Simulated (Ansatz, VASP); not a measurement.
**Two plane-wave programs on Au**

```
Au
1.0
     2.74837    0.00000    0.00000
     0.00000    2.74837    0.00000
     0.00000    0.00000    2.74837
Au
1
Direct
  0.00000 0.00000 0.00000
```

Alike in both runs: functional PBE; k mesh 20 × 20 × 20; occupations gaussian, width 0.1 eV; no spin polarisation.

Ansatz relaxed the structure, and its values are those at the end. VASP's run is a single point on that final structure, the one shown.

|  | VASP | Ansatz |
| --- | --- | --- |
| version | VASP 6.6.1 | Ansatz 0.2.0 |
| potentials or method | VASP PAW PBE potentials, release 64 (Au) | scalar-relativistic, plane waves, PAW |
| plane-wave cutoff (eV) | 520 | 420 |
| valence electrons in the cell | 11 | 19 |

Ansatz gave:

```
gap on the k mesh at the Fermi level (eV) : none
pressure (GPa)                            : 0.0
```

Question: Estimate VASP's values.

Answer: gap on the k mesh at the Fermi level (eV): none; pressure (GPa): -0.2.

A gap of «none» marks a metal or a gap that the smearing closes. The two sets of potentials don't hold the same shells in valence.

Spin-orbit coupling is left out, which matters for the levels of Au.
